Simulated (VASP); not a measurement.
GaAs:

```
CELL_PARAMETERS angstrom
0.00000 2.83140 2.83140
2.83140 0.00000 2.83140
2.83140 2.83140 0.00000
ATOMIC_POSITIONS crystal
Ga 0.00000 0.00000 0.00000
As 0.25000 0.25000 0.25000
```

Base run:

- Program: VASP 6.6.1
- Functional: TB-mBJ
- Potentials or basis: VASP PAW PBE potentials, release 64 (Ga_d, As)
- Cutoff: 520 eV
- k mesh: 10 × 10 × 10
- Occupations: gaussian, width 0.03 eV
- Spin: no spin polarisation

Its results: band gap on the k mesh 1.55 eV, direct.

Q: The run is repeated on the same cell with these changes: functional from TB-mBJ to r2SCAN. What comes out?

A: Band gap on the k mesh 0.96 eV, direct.
